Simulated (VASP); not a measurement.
Wanted: the native input for a VASP 6.6.1 run.

* Task: single point
* Functional: PBEsol
* Potentials or basis: VASP PAW PBE potentials, release 64 (Cu, N)
* Cutoff: 520 eV
* k mesh: 6 × 6 × 6
* Occupations: fermi-dirac, width 0.02 eV
* Spin: no spin polarisation
* Dipole correction: no
* Further INCAR settings: ALGO = Fast; EDIFF = 1e-06; NBANDS = 27

The structure of Cu3N lies in POSCAR:

```
Cu3N
1.0
    3.7663919447      0.0000000000      0.0000000000
    0.0000000000      3.7663919447      0.0000000000
    0.0000000000      0.0000000000      3.7663919447
Cu N
3 1
Direct
    0.5000000000      0.0000000000      0.0000000000
    0.0000000000      0.5000000000      0.0000000000
    0.0000000000      0.0000000000      0.5000000000
    0.0000000000      0.0000000000      0.0000000000
```

These files were run (other wordings do the same):

INCAR

```
ALGO = Fast ; EDIFF = 1E-6
ENCUT = 520 ; GGA = PS
ISIF = 2 ; ISMEAR = -1
LASPH = T ; LCHARG = F
LREAL = F ; LWAVE = F
NBANDS = 27 ; NELM = 100
PREC = Accurate ; SIGMA = 0.02
```

KPOINTS

```
k-points
0
Gamma
  6 6 6
```

Potentials or basis: VASP PAW PBE potentials, release 64 (Cu, N).

The run is started by

```bash
$ cat potpaw_PBE.64/Cu/POTCAR potpaw_PBE.64/N/POTCAR > POTCAR
$ mpirun -np 1 vasp_std > vasp.out
```

Results of the run:

| Quantity | Value |
| --- | --- |
| Pressure | 0.5 GPa |
| Band gap on the k mesh | 0.03 eV, indirect (least direct gap 0.58 eV) |

Caveat: the PAW data sets were made with another functional, which shifts forces and pressure a little.

Wall time 15 s on 1 thread of Intel(R) Xeon(R) 6975P-C (Granite Rapids), on a shared host, peak memory 0.15 GiB.
